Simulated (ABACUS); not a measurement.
## HgTe (Coloradoite) in ABACUS: the effect of functional

The system is HgTe (Coloradoite).

```
CELL_PARAMETERS angstrom
0.00000 3.21450 3.21450
3.21450 0.00000 3.21450
3.21450 3.21450 0.00000
ATOMIC_POSITIONS crystal
Hg 0.00000 0.00000 0.00000
Te 0.75000 0.75000 0.75000
```

Alike in all runs:

* Program: ABACUS 3.10.1
* Task: single point
* Potentials or basis: SG15 ONCV 1.2 PBE
* Cutoff: 1129 eV
* Density cutoff: 4517 eV
* Basis: plane waves
* k mesh: 7 × 7 × 7
* Occupations: fermi-dirac, width 0.05 eV
* Spin: no spin polarisation

| functional | pressure (GPa) |
| --- | --- |
| LDA | 0.0 |
| PBEsol | ? |
| BLYP | 7.8 |
| SOGGA | 1.1 |
| SCAN | 0.7 |
| TPSS | 3.8 |

Question: What does the run with functional PBEsol give?

Answer: Pressure 1.7 GPa.

Caveats: the potentials were made for another functional, which shifts forces and pressure.

Runs at the PBE level aren't shown here.
